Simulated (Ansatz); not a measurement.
Starting cell, ZrO$_{2}$ (fluorite):

```
CELL_PARAMETERS angstrom
      0.00000     5.11587     5.11587
      2.55794     0.00000     2.55794
      2.55794     2.55794     0.00000
ATOMIC_POSITIONS crystal
  Zr 0.00000 0.00000 0.00000
  Zr 0.50000 0.00000 0.00000
  O  0.12500 0.25000 0.25000
  O  0.62500 0.25000 0.25000
  O  0.37500 0.75000 0.75000
  O  0.87500 0.75000 0.75000
```

In each cell atom 1 (Zr, nearest neighbour O at 2.215 Å; its periodic images, 3.6 Å or more away, move with it) moves by s·(1.000, 0.000, 0.000) (along Cartesian x), the rest being held.

Calculation: PBE (plane waves to 420 eV, PAW, scalar-relativistic; Ansatz, a first-principles code). k mesh 9×9×9 (Γ-centred), Fermi-Dirac smearing 0.05 eV. The energy includes the smearing's −TS. This is a high-temperature form of ZrO2. ZrO2 is run without spin polarisation. ZrO2 was relaxed with its symmetry unable to fall. ΔE is measured from the undisplaced structure.

The scan covers s from -0.220 to 0.220 Å in 11 points.

**Question.** Is this a single well or a double well?

**Answer.** A single well with its minimum at or next to zero displacement.

**Question.** Is the energy the same for equal positive and negative displacements?

**Answer.** Even: the same for both signs. With its periodic images moving along, the atom's site symmetry in this cell is -3m.

**Question.** What force acts on the atom along the line at s = -0.220 Å?

**Answer.** 2.13 eV/Å.

**Question.** What is the force constant k = d²E/ds² of this move at s = 0?

**Answer.** 8.31 eV/Å².

(A displaced cell: forces are minus the slopes of the energy, force constants its curvatures, and phonons follow from these.)
